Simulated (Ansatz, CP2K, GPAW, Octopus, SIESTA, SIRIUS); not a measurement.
# ZrS2: programs and potentials compared

```
Zr S
1.0
     3.69138    0.00000    0.00000
    -1.84569    3.19683    0.00000
     0.00000    0.00000    6.04108
Zr S
1 2
Cartesian
  0.0000 0.0000 0.0000
  0.0000 2.1312 1.4372
  1.8457 1.0656 4.6038
```

The cell is a database's computed one, not the measured one.

Alike in all runs: task single point; functional PBEsol; k mesh 8 × 8 × 5; occupations fermi-dirac, width 0.05 eV; no spin polarisation; no spin-orbit coupling. Pressure is positive in compression and, in plane waves, holds the error of the finite cutoff, which Ansatz's Pulay term estimates and takes out.

| program and potentials | plane-wave cutoff (eV) | notes | pressure (GPa) | largest force (eV/Å) |
| --- | --- | --- | --- | --- |
| Ansatz, Ansatz PAW | 420 | potentials made for PBE, which Ansatz adapts in part | -2.52 | 0.152 |
| Ansatz, all-electron LAPW, scalar-relativistic | - | - | -2.50 | 0.150 |
| Octopus, pseudodojo_pbesol (PseudoDojo 0.4, PBEsol) | - | - | - | 0.140 |
| CP2K, POTENTIAL_UZH Zr GTH-PBE-q12, S GTH-PBE-q6; TZVP-MOLOPT-PBE-GTH basis | - | atomic basis; potentials made for PBE | -1.82 | - |
| SIESTA, files PseudoDojo sr-pbesol-0.4.1-standard, DZP (energy shift 0.003 Ry; two zetas on semicore shells) | - | atomic basis | -1.54 | 0.134 |
| GPAW, PAW data sets generated for this functional | 600 | - | ? | ? |
| SIRIUS, PseudoDojo 0.4.1 PBEsol standard (scalar relativistic) | 915 | - | -2.48 | 0.143 |

Task: Estimate from the other rows what the run with GPAW, PAW data sets generated for this functional gave.

Result: Pressure -2.79 GPa; largest force 0.173 eV/Å. The other rows, which needn't bracket it: pressure -2.52 to -1.54; largest force 0.134 to 0.152.
